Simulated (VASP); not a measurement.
Input of a VASP 6.6.1 run:

INCAR

```
  PREC = Accurate
  ENCUT = 600
  EDIFF = 1E-7
  ISMEAR = 0
  SIGMA = 0.03
  LREAL = F
  LASPH = T
  NELM = 80
  ALGO = Normal
  ISIF = 4
  LWAVE = F
  LCHARG = F
  GGA = PE
  IVDW = 12
  IBRION = 2
  NSW = 40
  EDIFFG = -0.01
```

The input KPOINTS:

```
regular mesh
0
Gamma
  9 9 5
```

POSCAR

```
HfS2                                    
1.0
    3.5258846881      0.0000000000      0.0000000000
   -1.7629423440      3.0535057106      0.0000000000
    0.0000000000     -0.0000000000      5.6476354656
  Hf              S             
     1     2
Direct
     1.0000000000000000    0.0000000000000000    0.0000000000000000
     0.6666666699999979    0.3333333300000021    0.7478869574447561
     0.3333333300000021    0.6666666699999979    0.2521130425552440
```

Potentials or basis: VASP PAW PBE potentials, release 64 (Hf_pv, S).

Run with:

```bash
$ cat potpaw_PBE.64/Hf_pv/POTCAR potpaw_PBE.64/S/POTCAR > POTCAR
$ mpirun -np 1 vasp_std > vasp.out
```

(1) Estimate the energy gained by relaxing.

(2) Estimate the dispersion energy per atom.

(3) Predict the band gap on the k mesh.

Answers

(1) 18.2 meV/atom.

(2) -0.367 eV.

(3) 0.58 eV, indirect (least direct gap 1.63 eV).

Caveat: spin-orbit coupling is left out, which moves the levels of the heavy elements; an odd mesh through Γ misses points on the zone boundary, where band edges often lie.
